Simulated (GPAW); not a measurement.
AgBr, 2 atoms in the cell. It takes space group Fm-3m (No. 225, cubic). Conventional cell: a = 5.740 Å, b = 5.740 Å, c = 5.740 Å, α = 90.00°, β = 90.00°, γ = 90.00°. Ag (site symmetry m-3m) is surrounded by 6 Br at 2.87 Å. Br (site symmetry m-3m) is surrounded by 6 Ag at 2.87 Å. 

```yaml
Program: GPAW 26.7.0
Task: band structure
Functional: BLYP
Potentials_or_basis: PAW data sets generated in the run's folder for this functional
Cutoff: 600 eV
Basis: pw
k_mesh: 8 × 8 × 8
Occupations: fermi-dirac, width 0.05 eV
Spin: no spin polarisation
Eigensolver: davidson
Maxiter: 150
Band_path: GXWKGLUWLK,UX
Band_points: 80
```

Potentials or basis: PAW data sets generated in the run's folder for this functional, pw.

Command:

```sh
$ gpaw-setup -f BLYP Ag Br
$ OMP_NUM_THREADS=1 python run.py
```

Hardware: 1 thread of Arm Neoverse V1, with other jobs on the host.

How long does it take, and how much memory?

It took 55 s on 1 thread of Arm Neoverse V1 (shared host), peak memory 0.28 GiB. Counts: scf iterations 14, plane waves 1604, bands 23, k points 29.
